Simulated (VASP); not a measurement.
# CdSe (F-43m) in VASP: notebook, part 2 of 3

VASP 6.6.1.

### Step 4. Band structure, LDA

This run uses another cell than the first one, of 28.27 Å³/atom, 0.977 times its volume.

Input file INCAR:

```
SYSTEM = CdSe
PREC = Accurate ; ENCUT = 520
EDIFF = 1E-7 ; ISMEAR = 0
SIGMA = 0.03 ; LREAL = .FALSE.
LASPH = .TRUE. ; NELM = 80
ALGO = Normal ; ISIF = 2
LWAVE = .FALSE. ; LCHARG = .FALSE.
NBANDS = 16
```

Input file KPOINTS:

```
regular mesh
0
G
  8 8 8
  0 0 0
```

Input file POSCAR:

```
CdSe                                    
1.0
    0.0000000000      3.0462087289      3.0462087289
    3.0462087289      0.0000000000      3.0462087289
    3.0462087289      3.0462087289      0.0000000000
  Cd              Se            
     1     1
Direct
     0.0000000000000000    0.0000000000000000    0.0000000000000000
     0.7500000000000000    0.7500000000000000    0.7500000000000000
```

KPOINTS_OPT is that of step 3.

Potentials or basis: VASP PAW LDA potentials, release 64 (Cd, Se).

The run is started by

```sh
$ cat potpaw_LDA.64/Cd/POTCAR potpaw_LDA.64/Se/POTCAR > POTCAR
$ mpirun -np 1 vasp_std > vasp.out
```

OUTCAR:

```text
SYSTEM = CdSe
   PREC = Accurate
   ENCUT = 520
   EDIFF = 1E-7
   ISMEAR = 0
   LREAL = .FALSE.
   LASPH = .TRUE.
   NELM = 80
   ISIF = 2

 ion  position               nearest neighbor table
   1  0.000  0.000  0.000-   2 2.64   2 2.64   2 2.64   2 2.64
   2  0.750  0.750  0.750-   1 2.64   1 2.64   1 2.64   1 2.64

  LATTYP: Found a face centered cubic cell.
 ALAT       =     6.0924174578

  Lattice vectors:

 A1 = (   0.0000000000,   3.0462087289,   3.0462087289)
 A2 = (   3.0462087289,   0.0000000000,   3.0462087289)
 A3 = (   3.0462087289,   3.0462087289,   0.0000000000)

Analysis of symmetry for initial positions (statically):
=====================================================================
 Subroutine PRICEL returns:
 Original cell was already a primitive cell.

 Routine SETGRP: Setting up the symmetry group for a
 face centered cubic supercell.

 Subroutine GETGRP returns: Found 24 space group operations
 (whereof 24 operations were pure point group operations)
 out of a pool of 48 trial point group operations.

The static configuration has the point symmetry T_d .

Analysis of symmetry for dynamics (positions and initial velocities):
=====================================================================
 Subroutine PRICEL returns:
 Original cell was already a primitive cell.

 Routine SETGRP: Setting up the symmetry group for a
 face centered cubic supercell.

 Subroutine GETGRP returns: Found 24 space group operations
 (whereof 24 operations were pure point group operations)
 out of a pool of 48 trial point group operations.

The dynamic configuration has the point symmetry T_d .

 Subroutine INISYM returns: Found 24 space group operations
 (whereof 24 operations are pure point group operations),
 and found     1 'primitive' translations

----------------------------------------------------------------------------------------

                                     Primitive cell

  volume of cell :      56.5339

  direct lattice vectors                    reciprocal lattice vectors
     0.000000000  3.046208729  3.046208729    -0.164138457  0.164138457  0.164138457
     3.046208729  0.000000000  3.046208729     0.164138457 -0.164138457  0.164138457
     3.046208729  3.046208729  0.000000000     0.164138457  0.164138457 -0.164138457

  length of vectors
     4.307989698  4.307989698  4.307989698     0.284296147  0.284296147  0.284296147

  position of ions in fractional coordinates (direct lattice)
     0.000000000  0.000000000  0.000000000
     0.750000000  0.750000000  0.750000000

  ion indices of the primitive-cell ions
   primitive index   ion index
                 1           1
                 2           2

----------------------------------------------------------------------------------------

 KPOINTS: regular mesh

Automatic generation of k-mesh.
 Grid dimensions read from file:
 generate k-points for:    8    8    8

 Generating k-lattice:

  Cartesian coordinates                     Fractional coordinates (reciprocal lattice)
    -0.020517307  0.020517307  0.020517307     0.125000000  0.000000000  0.000000000
     0.020517307 -0.020517307  0.020517307     0.000000000  0.125000000  0.000000000
     0.020517307  0.020517307 -0.020517307     0.000000000  0.000000000  0.125000000

  Length of vectors
     0.035537018  0.035537018  0.035537018

  Shift w.r.t. Gamma in fractional coordinates (k-lattice)
     0.000000000  0.000000000  0.000000000

 Subroutine IBZKPT returns following result:
 ===========================================

 Found     29 irreducible k-points:

 Following reciprocal coordinates:
            Coordinates               Weight
  0.000000  0.000000  0.000000      1.000000
  0.125000  0.000000  0.000000      8.000000
  0.250000  0.000000  0.000000      8.000000
  0.375000  0.000000  0.000000      8.000000
  0.500000  0.000000  0.000000      4.000000
  0.125000  0.125000  0.000000      6.000000
[... 16 lines left out ...]
  0.500000  0.250000  0.125000     48.000000
 -0.375000  0.250000  0.125000     24.000000
 [... further k-points ...]
   k-points           NKPTS =     29   k-points in BZ     NKDIM =     29   number of bands    NBANDS=     16
   number of dos      NEDOS =    301   number of ions     NIONS =      2
   total plane-waves  NPLWV =  32768
   dimension x,y,z NGX =    32 NGY =   32 NGZ =   32
   dimension x,y,z NGXF=    64 NGYF=   64 NGZF=   64
   ions per type =               1   1
   NGX,Y,Z   is equivalent  to a cutoff of  12.35, 12.35, 12.35 a.u.
   NGXF,Y,Z  is equivalent  to a cutoff of  24.70, 24.70, 24.70 a.u.
 SYSTEM =  CdSe
   PREC   = accura    normal or accurate (medium, high low for compatibility)
   ISTART =      0    job   : 0-new  1-cont  2-samecut
   ICHARG =      2    charge: 1-file 2-atom 10-const
   ISPIN  =      1    spin polarized calculation?
   LNONCOLLINEAR =      F non collinear calculations
   LSORBIT =      F    spin-orbit coupling
   LASPH  =      T    aspherical Exc in radial PAW
   ENCUT  =  520.0 eV  38.22 Ry    6.18 a.u.   8.01  8.01  8.01*2*pi/ulx,y,z
   NELM   =     80;   NELMIN=  2; NELMDL= -5     # of ELM steps
   EDIFF  = 0.1E-06   stopping-criterion for ELM
   LREAL  =      F    real-space projection
   EDIFFG = 0.1E-05   stopping-criterion for IOM
   NSW    =      0    number of steps for IOM
   IBRION =     -1    ionic relax: 0-MD 1-quasi-New 2-CG
   NFREE  =      0    steps in history (QN), initial steepest desc. (CG)
   ISIF   =      2    stress and relaxation
   ISYM   =      2    0-nonsym 1-usesym 2-fastsym
   POTIM  = 0.5000    time-step for ionic-motion
   TEBEG  =    0.0;   TEEND  =   0.0 temperature during run
   PSTRESS=    0.0 pullay stress
   NELECT =      18.0000    total number of electrons
   NUPDOWN=      -1.0000    fix difference up-down
   EMIN   =  10.00;   EMAX   =-10.00  energy-range for DOS
   EFERMI =   0.00;   METHOD = LEGACY
   ISMEAR =     0;   SIGMA  =   0.03  broadening in eV -4-tet -1-fermi 0-gaus
   EFERMI_NEDOS =   21; number of points for ismear=-14 and -15
   IALGO  =     38    algorithm
   IMIX   =      4    mixing-type and parameters
     AMIX     =   0.40;   BMIX     =  1.00
     AMIX_MAG =   1.60;   BMIX_MAG =  1.00
  volume/ion in A,a.u.               =      28.27       190.75
  Fermi-wavevector in a.u.,A,eV,Ry     =   1.117882  2.112491 17.002662  1.249660
  Thomas-Fermi vector in A             =   2.254509
   LORBIT       =      0    0 simple, 1 ext, 2 COOP (PROOUT), +10 PAW based schemes
   GGA     = CA    functional components
   LHFCALC =     F    Hartree Fock is set to
   AEXX    =    0.0000 exact exchange contribution
   IVDW    =     0    specifies the selected vdW correction
   LEPSILON=     F    determine dielectric tensor
   LRPA    =     F    only Hartree local field effects (RPA)
 non-spin polarized calculation
 Gauss-broadening in eV      SIGMA  =   0.03
  energy-cutoff  :      520.00
  volume of cell :       56.53
 maximum number of plane-waves:      1540
   NGX = 17   NGY = 17   NGZ = 17

 number of electron      18.0000001 magnetization

 Free energy of the ion-electron system (eV)
  ---------------------------------------------------
  ext. energy  EPLUGINS =         0.00000000
  ---------------------------------------------------
  free energy    TOTEN  =        -6.75140274 eV

  energy without entropy =       -6.75140274  energy(sigma->0) =       -6.75140274

 E-fermi :   0.9485     XC(G=0):  -9.2685

 val. band max:        0.7711679114   @ k =   0.0000   0.0000   0.0000
 cond. band min:       1.1237777563   @ k =   0.0000   0.0000   0.0000
 fundamental gap:      0.3526098449
 Fermi energy:         0.9484731796

 k-point     1 :       0.0000    0.0000    0.0000
  band No.  band energies     occupation
      1     -11.8473      2.00000
      2      -7.1630      2.00000
      3      -7.1630      2.00000
      4      -7.1630      2.00000
      5      -6.7890      2.00000
      6      -6.7890      2.00000
[... 8 lines left out ...]
     15      11.8494      0.00000
     16      11.8494      0.00000

 k-point     2 :       0.1250    0.0000    0.0000
  band No.  band energies     occupation
      1     -11.7933      2.00000
      2      -7.1459      2.00000
      3      -7.1459      2.00000
      4      -7.1165      2.00000
      5      -6.7900      2.00000
      6      -6.7900      2.00000
[... 8 lines left out ...]
     15      11.0136      0.00000
     16      11.0136      0.00000
[... 387 lines left out ...]
      5      -6.7674      2.00000
      6      -6.5578      2.00000
[... 8 lines left out ...]
     15      12.4758      0.00000
     16      13.2081      0.00000

 k-point    24 :      -0.3750    0.2500    0.1250
  band No.  band energies     occupation
      1     -11.4133      2.00000
      2      -7.0345      2.00000
      3      -7.0087      2.00000
      4      -6.8100      2.00000
      5      -6.7731      2.00000
      6      -6.4136      2.00000
[... 8 lines left out ...]
     15      12.2742      0.00000
     16      13.2449      0.00000

 [... further k-points ...]
[... 5 lines left out ...]
  --------------------------------------------------------------------------------------
  -------------------------------------------------------------------------------------
  Total       -0.6342580     -0.6342580     -0.6342580      0.0000000      0.0000000      0.0000000
  in kB      -17.9749435    -17.9749435    -17.9749435      0.0000000      0.0000000      0.0000000
  external PRESSURE =     -17.9749435 kB  Pullay stress =       0.0000000 kB

 VOLUME and BASIS-vectors are now :
 -----------------------------------------------------------------------------
  energy-cutoff  :      520.00
  volume of cell :       56.53
      direct lattice vectors                 reciprocal lattice vectors
     0.000000000  3.046208729  3.046208729    -0.164138457  0.164138457  0.164138457
     3.046208729  0.000000000  3.046208729     0.164138457 -0.164138457  0.164138457
     3.046208729  3.046208729  0.000000000     0.164138457  0.164138457 -0.164138457

 POSITION                                       TOTAL-FORCE (eV/Angst)
 -----------------------------------------------------------------------------------
      0.00000      0.00000      0.00000        -0.000000      0.000000     -0.000000
      4.56931      4.56931      4.56931         0.000000     -0.000000      0.000000
 -----------------------------------------------------------------------------------
    total drift:                               -0.000000     -0.000000      0.000000

  FREE ENERGIE OF THE ION-ELECTRON SYSTEM (eV)
  ---------------------------------------------------
  free  energy   TOTEN  =        -6.7514027448 eV

  energy  without entropy=       -6.7514027448  energy(sigma->0) =       -6.75140274
```

Wall time 66 s (1 thread of Intel Xeon Platinum 8259CL at 2.50GHz (Skylake/Cascade Lake), shared host); peak memory 0.18 GiB.

Results:

```
Free energy             : -6.7514 eV
Pressure                : -1.8 GPa
Band gap on the k mesh  : 0.35 eV, direct
Band gap along the path : 0.35 eV, direct
```

Levels at the corners of the path, in eV from the valence-band top:
```tsv
point	band 5	band 6	band 7	band 8	band 9	band 10	band 11	band 12	band 13	band 14
Γ	-7.56	-7.56	0.00	0.00	0.00	0.35	5.80	5.80	5.80	9.48
X	-7.50	-7.21	-4.14	-1.87	-1.87	2.94	3.61	8.86	9.99	9.99
X	-7.50	-7.21	-4.14	-1.87	-1.87	2.94	3.61	8.86	9.99	9.99
W	-7.56	-7.08	-4.05	-2.26	-2.24	4.90	5.06	6.28	7.41	10.28
W	-7.56	-7.08	-4.05	-2.26	-2.24	4.90	5.06	6.28	7.41	10.28
K	-7.53	-7.12	-4.08	-2.56	-1.53	3.53	5.01	8.05	8.46	8.47
K	-7.53	-7.12	-4.08	-2.56	-1.53	3.53	5.01	8.05	8.46	8.47
Γ	-7.56	-7.56	0.00	0.00	0.00	0.35	5.80	5.80	5.80	9.48
Γ	-7.56	-7.56	0.00	0.00	0.00	0.35	5.80	5.80	5.80	9.48
L	-7.54	-7.27	-4.45	-0.76	-0.76	2.19	6.31	6.31	7.18	9.77
L	-7.54	-7.27	-4.45	-0.76	-0.76	2.19	6.31	6.31	7.18	9.77
U	-7.53	-7.12	-4.08	-2.56	-1.53	3.53	5.01	8.05	8.46	8.47
U	-7.53	-7.12	-4.08	-2.56	-1.53	3.53	5.01	8.05	8.46	8.47
W	-7.56	-7.08	-4.05	-2.26	-2.24	4.90	5.06	6.28	7.41	10.28
W	-7.56	-7.08	-4.05	-2.26	-2.24	4.90	5.06	6.28	7.41	10.28
L	-7.54	-7.27	-4.45	-0.76	-0.76	2.19	6.31	6.31	7.18	9.77
L	-7.54	-7.27	-4.45	-0.76	-0.76	2.19	6.31	6.31	7.18	9.77
K	-7.53	-7.12	-4.08	-2.56	-1.53	3.53	5.01	8.05	8.46	8.47
U	-7.53	-7.12	-4.08	-2.56	-1.53	3.53	5.01	8.05	8.46	8.47
X	-7.50	-7.21	-4.14	-1.87	-1.87	2.94	3.61	8.86	9.99	9.99
```

LDA gaps usually lie below the measured ones, often by a third to a half.

(Continued in part 3 of 3.)
